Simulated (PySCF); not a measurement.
An unknown gives this computed stick spectrum. The calculation used TDDFT CAM-B3LYP/aug-cc-pVTZ, vertical, gas phase, core orbitals frozen in the response in PySCF. Geometries: PBE0-D3(BJ)/def2-TZVP, one conformer each.

```
state  λ (nm)       f
   S1   213.4   0.672
   S2   204.1  0.0000
   S3   195.6  0.0014
   S4   190.8   0.045
   S5   178.0  0.0000
   S6   171.6  0.0000
   S7   170.4  0.0000
   S8   168.2  0.0004
   S9   166.6   0.043
  S10   158.0  0.0000
```

Question: Which structure fits? All have the formula C4H6.
A. `C1=CCC1`
B. `C=CC=C`
C. `C1[C@H]2C[C@@H]12`
D. `C#CCC`
E. `C=C1CC1`

Answer: B. Its S1, at 5.81 eV, is the lowest among the candidates; the nearest of the others has S1 at 6.29 eV. S1 is HOMO→LUMO (97%). Löwdin shares by element: HOMO carbon 82% (atoms not listed hold the other 18%); LUMO carbon 79% (atoms not listed hold the other 21%). At the same level the other candidates give, for their lowest levels:
- `C=C1CC1`: 187 nm (f 0.000); 187 nm (f 0.019); 182 nm (f 0.296); 173 nm (f 0.000); 171 nm (f 0.010); T1 4.38 eV; HOMO -8.77, LUMO 0.34 eV
- `C1=CCC1`: 195 nm (f 0.007); 181 nm (f 0.024); 180 nm (f 0.000); 177 nm (f 0.047); 177 nm (f 0.199); T1 4.31 eV; HOMO -8.49, LUMO 0.35 eV
- `C1[C@H]2C[C@@H]12`: 197 nm (f 0.000); 186 nm (f 0.053); 183 nm (f 0.025); 182 nm (f 0.000); 161 nm (f 0.000); T1 6.22 eV; HOMO -8.40, LUMO 0.35 eV
- `C#CCC`: 191 nm (f 0.000); 185 nm (f 0.011); 184 nm (f 0.000); 179 nm (f 0.029); 178 nm (f 0.035); T1 5.46 eV; HOMO -9.06, LUMO 0.25 eV

Conformer computed: `[CH2:1]=[CH:2][CH:3]=[CH2:4]`: C1–C2–C3–C4 180°.
Triplets come from the Tamm–Dancoff approximation.
